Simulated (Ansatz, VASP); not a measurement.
## Two plane-wave programs on PbSe

```
CELL_PARAMETERS angstrom
0.00000 2.96781 2.96781
2.96781 0.00000 2.96781
2.96781 2.96781 0.00000
ATOMIC_POSITIONS crystal
Pb 0.00000 0.00000 0.00000
Se 0.50000 0.50000 0.50000
```

Alike in both runs: task single point; functional PBE; k mesh 10 × 10 × 10; occupations gaussian, width 0.05 eV; no spin polarisation.

|  | VASP | Ansatz |
| --- | --- | --- |
| version | VASP 6.6.1 | Ansatz 0.2.0 |
| potentials or method | VASP PAW PBE potentials, release 64 (Pb_d, Se) | scalar-relativistic, plane waves, PAW |
| plane-wave cutoff (eV) | 520 | 420 |
| valence electrons in the cell | 20 | 30 |

|  | VASP | Ansatz | Ansatz less VASP |
| --- | --- | --- | --- |
| gap on the k mesh at the Fermi level (eV) | 0.06 | 0.07 | +0.006 |
| least direct gap on the mesh (eV) | 0.06 | 0.07 | +0.006 |
| pressure (GPa) | 8.8 | 8.8 | +0.01 |

The functional is the same, so the differences come from potentials, cutoffs and numerics. The two sets of potentials don't hold the same shells in valence.

Caveats: spin-orbit coupling is left out, which as a rule narrows the gap of such compounds by several tenths of an eV.
